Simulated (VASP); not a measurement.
# AlNi (P1) in VASP: convergence with ENAUG

Aim: find how far ENAUG must go before the results for AlNi settle, at r2SCAN. This setting moves, with any that are tied to it; all else stays.

Everything below comes from runs of VASP 6.6.1. Logs are shortened: lines on timing, memory, paths and dates and some standing lists are left out, and cuts for length are marked.

### Step 1. The cell of the first run

The typed cell holds 2 atoms: a = 2.881 Å, b = 2.881 Å, c = 2.881 Å, α = 90.00°, β = 90.00°, γ = 90.00°.

The cell isn't the ideal one: atoms moved at random, drawn with an rms of 0.02 Å.

### Step 2. With ENAUG 300

INCAR

```
PREC     = Medium         # precision mode
ENCUT    = 520            # plane-wave cutoff, eV
EDIFF    = 1E-6           # SCF threshold, eV
ISMEAR   = 1              # smearing method
SIGMA    = 0.1            # smearing width, eV
LREAL    = False          # projectors in reciprocal space
LASPH    = True           # aspherical terms in the spheres
NELM     = 100            # most SCF steps
ALGO     = Normal         # electronic algorithm
ISIF     = 2              # what is computed and relaxed
LWAVE    = False          # write WAVECAR
LCHARG   = False          # write CHGCAR
ISPIN    = 2              # spin polarisation
MAGMOM   = 1 0            # initial moments
LORBIT   = 11             # projections on sites
LMAXMIX  = 4              # l up to which the mixer works
METAGGA  = R2SCAN         # meta-GGA
LMIXTAU  = True         
ENAUG    = 300
```

KPOINTS

```
regular mesh
0
Gamma
  7 7 7
```

POSCAR

```
AlNi
1.0
    2.8810000000      0.0000000000      0.0000000000
    0.0000000000      2.8810000000      0.0000000000
    0.0000000000      0.0000000000      2.8810000000
Ni Al
1 1
Direct
    0.5042700000      0.4962200000      0.4988640000
    0.0022220000     -0.0045850000      0.0001040000
```

Potentials or basis: VASP PAW PBE potentials, release 64 (Ni, Al).

On the command line:

```sh
> cat potpaw_PBE.64/Ni/POTCAR potpaw_PBE.64/Al/POTCAR > POTCAR
> mpirun -np 1 vasp_std > vasp.out
```

OUTCAR:

```text
PREC = Medium
   ENCUT = 520
   EDIFF = 1E-6
   ISMEAR = 1
   LREAL = False
   LASPH = True
   NELM = 100
   ISIF = 2
   ISPIN = 2
   LORBIT = 11
   METAGGA = R2SCAN

 Found    172 irreducible k-points:

 Following reciprocal coordinates:
            Coordinates               Weight
  0.000000  0.000000  0.000000      1.000000
  0.142857  0.000000  0.000000      2.000000
  0.000000  0.142857  0.000000      2.000000
  0.000000  0.000000  0.142857      2.000000
  0.285714  0.000000  0.000000      2.000000
  0.000000  0.285714  0.000000      2.000000
   k-points           NKPTS =    172   k-points in BZ     NKDIM =    172   number of bands    NBANDS=     11
   number of dos      NEDOS =    301   number of ions     NIONS =      2
   total plane-waves  NPLWV =   4096
   dimension x,y,z NGX =    16 NGY =   16 NGZ =   16
   dimension x,y,z NGXF=    16 NGYF=   16 NGZF=   16
   ions per type =               1   1
   NGX,Y,Z   is equivalent  to a cutoff of   9.23,  9.23,  9.23 a.u.
   NGXF,Y,Z  is equivalent  to a cutoff of   9.23,  9.23,  9.23 a.u.
 SYSTEM =  unknown system
   PREC   = medium    normal or accurate (medium, high low for compatibility)
   ISTART =      0    job   : 0-new  1-cont  2-samecut
   ICHARG =      2    charge: 1-file 2-atom 10-const
   ISPIN  =      2    spin polarized calculation?
   LNONCOLLINEAR =      F non collinear calculations
   LSORBIT =      F    spin-orbit coupling
   LASPH  =      T    aspherical Exc in radial PAW
   ENCUT  =  520.0 eV  38.22 Ry    6.18 a.u.   5.36  5.36  5.36*2*pi/ulx,y,z
   NELM   =    100;   NELMIN=  2; NELMDL= -5     # of ELM steps
   EDIFF  = 0.1E-05   stopping-criterion for ELM
   LREAL  =      F    real-space projection
   EDIFFG = 0.1E-04   stopping-criterion for IOM
   NSW    =      0    number of steps for IOM
   IBRION =     -1    ionic relax: 0-MD 1-quasi-New 2-CG
   NFREE  =      0    steps in history (QN), initial steepest desc. (CG)
   ISIF   =      2    stress and relaxation
[... 213 lines left out ...]
      1      -0.2677      1.00000
      2       5.8467      1.00000
      3       6.8891      1.00000
      4       7.8389      1.00000
      5       7.8392      1.00000
      6       8.3665      1.00000
      7      10.2912     -0.00176
      8      17.6636      0.00000
      9      17.6637      0.00000
     10      18.4134      0.00000
     11      22.7542      0.00000

 [... further k-points ...]

------------------------ aborting loop because EDIFF is reached ----------------------------------------

  FORCE on cell =-STRESS in cart. coord.  units (eV):
  Direction    XX          YY          ZZ          XY          YZ          ZX
  --------------------------------------------------------------------------------------
  -------------------------------------------------------------------------------------
  Total       -0.2889921     -0.2871693     -0.2760587      0.0034632     -0.0010684      0.0005796
  in kB      -19.3627395    -19.2406093    -18.4961854      0.2320347     -0.0715836      0.0388330
  external PRESSURE =     -19.0331781 kB  Pullay stress =       0.0000000 kB

 VOLUME and BASIS-vectors are now :
 -----------------------------------------------------------------------------
  energy-cutoff  :      520.00
  volume of cell :       23.91
      direct lattice vectors                 reciprocal lattice vectors
     2.881000000  0.000000000  0.000000000     0.347101701  0.000000000  0.000000000
     0.000000000  2.881000000  0.000000000     0.000000000  0.347101701  0.000000000
     0.000000000  0.000000000  2.881000000     0.000000000  0.000000000  0.347101701

 POSITION                                       TOTAL-FORCE (eV/Angst)
 -----------------------------------------------------------------------------------
      1.45280      1.42961      1.43723        -0.076619      0.019387      0.033799
      0.00640      2.86779      0.00030         0.076619     -0.019387     -0.033799
 -----------------------------------------------------------------------------------
    total drift:                               -0.103492      0.101976      0.025432

  FREE ENERGIE OF THE ION-ELECTRON SYSTEM (eV)
  ---------------------------------------------------
  free  energy   TOTEN  =       -20.0951925271 eV

  energy  without entropy=      -20.0934792787  energy(sigma->0) =      -20.09462144

 total charge

# of ion       s       p       d       tot
------------------------------------------
    1        0.486   0.537   8.493   9.516
    2        0.381   0.425   0.000   0.805
--------------------------------------------------
tot          0.867   0.961   8.493  10.321

 magnetization (x)

# of ion       s       p       d       tot
------------------------------------------
    1       -0.000   0.000  -0.000  -0.000
    2       -0.000   0.000   0.000  -0.000
--------------------------------------------------
tot         -0.000   0.000  -0.000  -0.000
```

OSZICAR:

```text
N       E                     dE             d eps       ncg     rms          rms(c)
DAV:   1     0.325881366376E+02    0.32588E+02   -0.61438E+03  7608   0.135E+03
DAV:   2    -0.211739081597E+02   -0.53762E+02   -0.50366E+02  7658   0.209E+02
DAV:   3    -0.227131480724E+02   -0.15392E+01   -0.15254E+01  8834   0.443E+01
DAV:   4    -0.227362000180E+02   -0.23052E-01   -0.23043E-01  8593   0.488E+00
DAV:   5    -0.227369333817E+02   -0.73336E-03   -0.73333E-03  8863   0.934E-01    0.125E+01
DAV:   6    -0.234167913522E+02   -0.67986E+00   -0.52229E+01  8594   0.133E+02    0.175E+01
DAV:   7    -0.201105796317E+02    0.33062E+01   -0.15396E+01  8666   0.745E+01    0.262E+00
DAV:   8    -0.201057737178E+02    0.48059E-02   -0.89930E-01  9204   0.141E+01    0.159E+00
DAV:   9    -0.200909198693E+02    0.14854E-01   -0.90929E-02  9243   0.390E+00    0.905E-01
DAV:  10    -0.200939366080E+02   -0.30167E-02   -0.14789E-02  9284   0.185E+00    0.352E-01
DAV:  11    -0.200945539042E+02   -0.61730E-03   -0.14540E-02  9469   0.159E+00    0.133E-01
DAV:  12    -0.200951164550E+02   -0.56255E-03   -0.91356E-04  8504   0.474E-01    0.732E-02
DAV:  13    -0.200951810433E+02   -0.64588E-04   -0.27162E-04  8470   0.204E-01    0.370E-02
DAV:  14    -0.200951898190E+02   -0.87757E-05   -0.63590E-05  8902   0.921E-02    0.119E-02
DAV:  15    -0.200951921002E+02   -0.22812E-05   -0.21447E-05  8727   0.719E-02    0.409E-03
DAV:  16    -0.200951925271E+02   -0.42689E-06   -0.78231E-07  4029   0.123E-02
   1 F= -.20095193E+02 E0= -.20094621E+02  d E =-.171325E-02  mag=    -0.0002
```

It took 87 s on 1 thread of Intel Xeon Platinum 8259CL at 2.50GHz (Skylake/Cascade Lake), shared host; peak memory 0.17 GiB.

Results:

- Free energy: -20.0952 eV
- Pressure: -1.9 GPa
- Largest force: 0.086 eV/Å
- Band gap on the k mesh: none (metal or under the smearing width)
- Net moment: 0.00 μB per cell
- Valence electrons inside the program's atomic spheres: Ni 9.52; Al 0.81

### Step 3. With ENAUG 400

Edit INCAR of step 2 so:

```diff
@@ -18,2 +18,2 @@
 LMIXTAU  = True         
-ENAUG    = 300
+ENAUG    = 400
```

KPOINTS is that of step 2.

POSCAR is that of step 2.

Potentials or basis: VASP PAW PBE potentials, release 64 (Ni, Al).

On the command line:

```sh
> cat potpaw_PBE.64/Ni/POTCAR potpaw_PBE.64/Al/POTCAR > POTCAR
> mpirun -np 1 vasp_std > vasp.out
```

It took 85 s on 1 thread of Intel Xeon Platinum 8259CL at 2.50GHz (Skylake/Cascade Lake), shared host; peak memory 0.18 GiB.

What came out:

```yaml
Free_energy: -20.0839 eV
Pressure: -3.7 GPa
Largest_force: 0.058 eV/Å
Band_gap_on_the_k_mesh: none (metal or under the smearing width)
Net_moment: 0.00 μB per cell
Valence_electrons_inside_the_program's_atomic_spheres: Ni 9.52; Al 0.81
```

### Step 4. With ENAUG 500

Edit INCAR of step 3 so:

```diff
@@ -18,2 +18,2 @@
 LMIXTAU  = True         
-ENAUG    = 400
+ENAUG    = 500
```

KPOINTS is that of step 3.

POSCAR is that of step 3.

On the command line:

```sh
> cat potpaw_PBE.64/Ni/POTCAR potpaw_PBE.64/Al/POTCAR > POTCAR
> mpirun -np 1 vasp_std > vasp.out
```

Wall time 74 s (1 thread of Intel Xeon Platinum 8259CL at 2.50GHz (Skylake/Cascade Lake), shared host); peak memory 0.18 GiB.

What came out:

| Property | Result |
| --- | --- |
| Free energy | -20.0700 eV |
| Pressure | -3.5 GPa |
| Largest force | 0.039 eV/Å |
| Band gap on the k mesh | none (metal or under the smearing width) |
| Net moment | 0.00 μB per cell |
| Valence electrons inside the program's atomic spheres | Ni 9.52; Al 0.81 |

### Step 5. With ENAUG 700

Edit INCAR of step 4 so:

```diff
@@ -18,2 +18,2 @@
 LMIXTAU  = True         
-ENAUG    = 500
+ENAUG    = 700
```

KPOINTS is that of step 4.

POSCAR is that of step 4.

On the command line:

```sh
> cat potpaw_PBE.64/Ni/POTCAR potpaw_PBE.64/Al/POTCAR > POTCAR
> mpirun -np 1 vasp_std > vasp.out
```

Wall time 72 s (1 thread of Intel Xeon Platinum 8259CL at 2.50GHz (Skylake/Cascade Lake), shared host); peak memory 0.18 GiB.

Results:

| Item | Value |
| --- | --- |
| Free energy | -20.0700 eV |
| Pressure | -3.5 GPa |
| Largest force | 0.039 eV/Å |
| Band gap on the k mesh | none (metal or under the smearing width) |
| Net moment | 0.00 μB per cell |
| Valence electrons inside the program's atomic spheres | Ni 9.52; Al 0.81 |

### Step 6. With ENAUG 900

Edit INCAR of step 5 so:

```diff
@@ -18,2 +18,2 @@
 LMIXTAU  = True         
-ENAUG    = 700
+ENAUG    = 900
```

KPOINTS is that of step 5.

POSCAR is that of step 5.

Potentials or basis: VASP PAW PBE potentials, release 64 (Ni, Al).

On the command line:

```sh
> cat potpaw_PBE.64/Ni/POTCAR potpaw_PBE.64/Al/POTCAR > POTCAR
> mpirun -np 1 vasp_std > vasp.out
```

It took 74 s on 1 thread of Intel Xeon Platinum 8259CL at 2.50GHz (Skylake/Cascade Lake), shared host; peak memory 0.18 GiB.

What came out:

```yaml
Free_energy: -20.0749 eV
Pressure: -3.5 GPa
Largest_force: 0.044 eV/Å
Band_gap_on_the_k_mesh: none (metal or under the smearing width)
Net_moment: 0.00 μB per cell
Valence_electrons_inside_the_program's_atomic_spheres: Ni 9.52; Al 0.81
```

### Step 7. With ENAUG 1200

Edit INCAR of step 6 so:

```diff
@@ -18,2 +18,2 @@
 LMIXTAU  = True         
-ENAUG    = 900
+ENAUG    = 1200
```

KPOINTS is that of step 6.

POSCAR is that of step 6.

On the command line:

```sh
> cat potpaw_PBE.64/Ni/POTCAR potpaw_PBE.64/Al/POTCAR > POTCAR
> mpirun -np 1 vasp_std > vasp.out
```

It took 71 s on 1 thread of Intel Xeon Platinum 8259CL at 2.50GHz (Skylake/Cascade Lake), shared host; peak memory 0.19 GiB.

What came out:

```yaml
Free_energy: -20.0768 eV
Pressure: -3.5 GPa
Largest_force: 0.049 eV/Å
Band_gap_on_the_k_mesh: none (metal or under the smearing width)
Net_moment: 0.00 μB per cell
Valence_electrons_inside_the_program's_atomic_spheres: Ni 9.52; Al 0.81
```

### Step 8. With ENAUG 1600

Edit INCAR of step 7 so:

```diff
@@ -18,2 +18,2 @@
 LMIXTAU  = True         
-ENAUG    = 1200
+ENAUG    = 1600
```

KPOINTS is that of step 7.

POSCAR is that of step 7.

On the command line:

```sh
> cat potpaw_PBE.64/Ni/POTCAR potpaw_PBE.64/Al/POTCAR > POTCAR
> mpirun -np 1 vasp_std > vasp.out
```

Run time: 74 s. Hardware: 1 thread of Intel Xeon Platinum 8259CL at 2.50GHz (Skylake/Cascade Lake), shared host; peak memory 0.2 GiB.

The run converged. Its results:

* Free energy: -20.0767 eV
* Pressure: -3.3 GPa
* Largest force: 0.044 eV/Å
* Band gap on the k mesh: none (metal or under the smearing width)
* Net moment: 0.00 μB per cell
* Valence electrons inside the program's atomic spheres: Ni 9.52; Al 0.81

### Step 9. The series at a glance

| ENAUG | energy less the tightest run, at zero smearing (meV/atom) | pressure (GPa) | largest force (eV/Å) | SCF cycles | CPU time (s) | peak memory (GiB) |
| --- | --- | --- | --- | --- | --- | --- |
| 300 | -9.24 | -1.90 | 0.086 | 16 | 75 | 0.17 |
| 400 | -3.62 | -3.67 | 0.058 | 16 | 75 | 0.18 |
| 500 | 3.34 | -3.54 | 0.039 | 16 | 71 | 0.18 |
| 700 | 3.34 | -3.54 | 0.039 | 16 | 72 | 0.18 |
| 900 | 0.90 | -3.52 | 0.044 | 16 | 73 | 0.18 |
| 1200 | -0.05 | -3.47 | 0.049 | 16 | 71 | 0.19 |
| 1600 | 0.00 | -3.34 | 0.044 | 16 | 74 | 0.2 |

Against the tightest run, the energy stays within 1 meV/atom from 900 on; the largest force stays within 0.005 eV/Å from 500 on. Not settled before the last step: the pressure (to 0.1 GPa). The tightest run that finished is the yardstick and may itself not be fully converged.

Caveats: the PAW data sets were made with another functional, which shifts forces and pressure a little.
